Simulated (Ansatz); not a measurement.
**CdSe: changing spin-orbit coupling**

Symmetry: P6_3mc, No. 186, hexagonal system. The conventional cell has a = 4.300 Å, b = 4.300 Å, c = 7.020 Å, α = 90.00°, β = 90.00°, γ = 120.00°. Cd (site symmetry 3m) is surrounded by 4 Se at 2.61 to 2.70 Å. Around Se (site symmetry 3m) lie 4 Cd at 2.61 to 2.70 Å.

Kept alike: task band structure; functional PBEsol; k mesh 7 × 7 × 4; occupations fermi-dirac, width 0.05 eV. Program: Ansatz, Ansatz PAW, cutoff 420 eV. The mesh is that of the run's cell of 4 atoms.

```csv
spin-orbit coupling,band gap (eV)
off,0.578
on,0.462
```

Gaps are the smaller of the mesh's and the band path's. All rows use potentials made for PBE.

The band gap runs from 0.462 (on) to 0.578 eV (off). Spin-orbit coupling splits p and d bands at the edges, and the more so the heavier the atoms.
